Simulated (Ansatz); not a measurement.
**Squeezing Rb (diamond type)**

```
Rb
1.0
     0.00000    5.20626    5.20626
     5.20626    0.00000    5.20626
     5.20626    5.20626    0.00000
Rb
2
Direct
  0.87500 0.87500 0.87500
  0.12500 0.12500 0.12500
```

The cell comes from a relaxation on PAW files under the same functional, begun from a prototype that needn't be the stable phase.

Its volume is scaled at fixed shape and fractional positions.

All numbers are PBE results (scalar-relativistic) from Ansatz 0.2.0, with a Γ-centred 7×7×7 k mesh, Fermi–Dirac smearing of 0.08 eV, no spin polarisation. Methods: LAPW: all electrons, basis error target 1 meV/atom; PAW: frozen-core files, cutoff 420 eV; crystal datasets: all electrons, by PAW datasets that the program makes for each cell; norm-conserving: pseudopotentials, cutoff 630 eV; PAW (core large): files with a larger core, cutoff 420 eV.

Energies are extrapolated to zero smearing and count from the unscaled cell; pressure is positive in compression; gaps take the mesh and a band path. No temperature or zero-point motion is included.

| V/V0 | V (Å³/atom) | P LAPW (GPa) | ΔE LAPW (eV/atom) | P PAW − LAPW (GPa) | ΔE PAW − LAPW (meV/atom) |
| --- | --- | --- | --- | --- | --- |
| 1.00 | 141.12 | 0.00 | 0.000 | 0.00 | 0.0 |
| 0.95 | 134.06 | 0.06 | 0.001 | 0.00 | 0.0 |
| 0.85 | 119.95 | ? | ? | ? | ? |
| 0.75 | 105.84 | 0.44 | 0.040 | 0.00 | 0.0 |
| 0.65 | 91.73 | 0.82 | 0.094 | 0.00 | 0.0 |
| 0.55 | 77.61 | 1.46 | 0.192 | 0.00 | -0.1 |
| 0.45 | 63.50 | 2.65 | 0.369 | 0.00 | -0.1 |
| 0.40 | 56.45 | 3.68 | 0.507 | 0.00 | -0.1 |

(1) Fit the Vinet equation to the LAPW pressures shown (residuals weighted by 1/(|P| + 0.03·Pmax)), and predict the pressure of the withheld row.

(2) From the table, what is the rise of the enthalpy H = E + pV up to the last row, and how stiff is the crystal between the last two rows?

(3) At the smallest volume, how far do crystal datasets and norm-conserving and PAW (core large) lie from LAPW in pressure?

Answers

(1) The fit gives V0 = 141.44 Å³/atom, B0 = 0.914 GPa and B0′ = 3.53. At 119.95 Å³/atom, x = (V/V0)^(1/3) = 0.9465, and P = 3·B0·(1 − x)/x²·exp[1.5·(B0′ − 1)·(1 − x)] = 0.20 GPa. The run itself gave 0.20 GPa (-1.9 % off) and ΔE = 0.013 eV/atom.

(2) ΔH = 0.507 eV + (3.68 GPa × 56.45 Å³ − 0.00 GPa × 141.12 Å³) × 0.006242 eV/(GPa·Å³) = 1.80 eV/atom, of which pV makes 72 %. The mean bulk modulus there is −ΔP/Δln V = 8.75 GPa.

(3) crystal datasets: 0.00 GPa; norm-conserving: 0.00 GPa; PAW (core large): 0.00 GPa, on a LAPW pressure of 3.68 GPa.
